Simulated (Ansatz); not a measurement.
Crystal: CdF2.

```
Cd F
1.0
     0.00000    2.69400    2.69400
     2.69400    0.00000    2.69400
     2.69400    2.69400    0.00000
Cd F
1 2
Direct
  0.00000 0.00000 0.00000
  0.75000 0.75000 0.75000
  0.25000 0.25000 0.25000
```

Base run:

* Program: Ansatz 0.2.0
* Functional: PBE
* Potentials or basis: Ansatz PAW
* Cutoff: 420 eV (not typed: the program's choice for these potentials)
* k mesh: 5 × 5 × 5
* Occupations: fermi-dirac, width 0.05 eV
* Spin: no spin polarisation

Its results: band gap on the k mesh 3.18 eV, indirect (least direct gap 3.60 eV); pressure 5.5 GPa.

Question: The run is repeated on the same cell with these changes: functional from PBE to BLYP. What comes out?

Answer: Band gap on the k mesh 3.23 eV, indirect (least direct gap 3.63 eV); pressure 8.6 GPa.

BLYP binds less tightly than PBE, so the same cell stands under more pressure.

Caveats: the k mesh misses the band edges, so the gap on the mesh is wider than the one along the path; the PAW data sets come from PBE, with cores solved anew for the run's functional, which leaves a small shift of forces and pressure (some runs).
